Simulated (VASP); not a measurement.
# Si3Ge: relaxation of cell and atoms with PBE

The system is Si3Ge.

```
Si Ge
1.0
     1.84936    1.06773    6.04000
    -1.84936    1.06773    6.04000
     0.00000   -2.13546    6.04000
Si Ge
3 1
Cartesian
  1.8494 1.0677 6.0400
  0.0000 0.0000 9.0600
  0.0000 0.0000 6.7950
  0.0000 0.0000 15.8550
```

The cell was built by a generator and needn't be a form met in nature.

```
Program                : VASP 6.6.1
Task                   : relaxation of cell and atoms
Functional             : PBE
Potentials or basis    : VASP PAW PBE potentials, release 64 (Si, Ge_d)
Cutoff                 : 600 eV
k mesh                 : 8 × 8 × 8
Occupations            : fermi-dirac, width 0.02 eV
Spin                   : no spin polarisation
Dipole correction      : no
Further INCAR settings : ALGO = Normal; EDIFF = 1e-06; IBRION = 2; EDIFFG = -0.005; NSW = 80; ISIF = 3
```

```
Relaxed volume                         : 21.15 Å³/atom
Relaxed cell                           : a = 6.772 Å, b = 6.772 Å, c = 6.772 Å, α = 33.57°, β = 33.57°, γ = 33.57°
Space group after relaxing (to 0.05 Å) : R3m (No. 160)
Energy gained by relaxing              : 176.5 meV/atom
Ionic steps                            : 15
Pressure after relaxing                : 0.0 GPa
Largest force after relaxing           : 0.004 eV/Å
Band gap on the k mesh                 : 0.60 eV, indirect (least direct gap 1.06 eV)
```

Forces in eV/Å, atoms in the order of the input:
```
Si   0.000  0.000  0.002
Si   0.000  0.000  0.000
Si   0.000  0.000 -0.004
Ge   0.000  0.000  0.002
```

The path:
| step | energy change (eV) | largest force (eV/Å) | pressure (GPa) | volume (Å³) |
| --- | --- | --- | --- | --- |
| 1 | 0.0000 | 0.5696 | 19.69 | 71.56 |
| 2 | -0.3543 | 0.0459 | -8.11 | 96.84 |
| 3 | -0.7031 | 0.1935 | -0.19 | 84.82 |
| 4 | -0.7031 | 0.1983 | 0.05 | 84.54 |
| 5 | -0.7054 | 0.0760 | 0.17 | 84.48 |
| 6 | -0.7057 | 0.0219 | 0.19 | 84.45 |
| 7 | -0.7058 | 0.0055 | -0.13 | 84.75 |
| 8 | -0.7058 | 0.0102 | 0.03 | 84.60 |
| 9 | -0.7058 | 0.0068 | -0.07 | 84.64 |
| 10 | -0.7058 | 0.0090 | 0.02 | 84.62 |
| 11 | -0.7058 | 0.0076 | -0.06 | 84.63 |
| 12 | -0.7058 | 0.0088 | -0.03 | 84.62 |
| 13 | -0.7058 | 0.0028 | 0.09 | 84.58 |
| 14 | -0.7058 | 0.0053 | 0.00 | 84.59 |
| 15 | -0.7058 | 0.0044 | 0.01 | 84.59 |

Final structure:
```cif
data_structure
_symmetry_space_group_name_H-M 'P 1'
_symmetry_Int_Tables_number 1
_cell_length_a 6.7720
_cell_length_b 6.7720
_cell_length_c 6.7720
_cell_angle_alpha 33.572
_cell_angle_beta 33.572
_cell_angle_gamma 33.572
_cell_volume 84.59
loop_
_atom_site_label
_atom_site_type_symbol
_atom_site_fract_x
_atom_site_fract_y
_atom_site_fract_z
_atom_site_occupancy
Si1 Si 0.00159 0.00159 0.00159 1
Si2 Si 0.49844 0.49844 0.49844 1
Si3 Si 0.37502 0.37502 0.37502 1
Ge1 Ge 0.87495 0.87495 0.87495 1
```

Levels at points of the mesh, in eV from the valence-band top:
| k point | band 10 | band 11 | band 12 | band 13 | band 14 | band 15 | band 16 | band 17 |
| --- | --- | --- | --- | --- | --- | --- | --- | --- |
| (0.00, 0.00, 0.00) | -1.29 | -0.04 | 0.00 | 0.00 | 1.06 | 2.25 | 2.47 | 2.55 |
| (0.50, 0.00, 0.00) | -3.57 | -3.50 | -2.35 | -2.13 | 1.30 | 1.71 | 4.29 | 4.54 |
| (0.50, 0.50, 0.00) | -2.89 | -2.88 | -1.26 | -1.25 | 0.60 | 0.77 | 1.21 | 3.40 |
| (0.50, 0.50, 0.50) | -0.98 | -0.98 | -0.64 | -0.64 | 1.56 | 1.65 | 3.26 | 3.26 |

Wall time 14 min on 1 thread of Intel(R) Xeon(R) 6975P-C (Granite Rapids), with other jobs on the host, peak memory 0.47 GiB.

Caveat: the volume moved by over 15 % at a fixed basis, so the end points are rough. A k mesh can miss the band edges.
